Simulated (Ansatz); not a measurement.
## CdTe: excitons and shallow donors from band masses and screening

All numbers below come from Ansatz 0.2.0, DFT r2SCAN, scalar-relativistic, plane waves, PAW.

Plane waves to 500 eV, a k mesh through Γ of 8×8×8 on the computed 2-atom cell and Gaussian smearing (0.02 eV); no spin polarisation.

Relaxed cell: F-43m, a = 6.556 Å, b = 6.556 Å, c = 6.556 Å, α = 90.00°, β = 90.00°, γ = 90.00°, 2 atoms in the primitive cell.

The calculation gives a Kohn–Sham gap of 1.17 eV, an electron mass of 0.0908 mₑ and a hole mass of 0.208 mₑ (harmonic means over x, y, z and over the bands degenerate at each edge), and ε∞ = 7.67 (independent particles, mean of the diagonal).

Estimate the binding energy and radius of a Wannier–Mott exciton and of a shallow donor, and say whether the hydrogenic model can hold.

The reduced mass is μ = mₙmₕ/(mₙ + mₕ) = 0.0632 mₑ, with mₙ and mₕ the band masses. With E_b = 13.606 eV × μ/ε² and a = 0.529 Å × ε/μ (μ in mₑ) the exciton has E_b = 14.6 meV and a = 64 Å. For a donor μ is the electron mass: 21 meV and 45 Å. The exciton's radius is 14 times the shortest lattice vector (4.64 Å), so the continuum picture is reasonable. In a polar crystal the ions screen too, so a state bound more weakly than an optical phonon feels the larger static constant, which lowers the energy and widens the orbit. The other way, the small Kohn–Sham gap and the missing local fields make ε∞ too large and the masses tend to be too light, which underbinds.

Spin-orbit coupling is left out, which matters for the bands of heavy elements.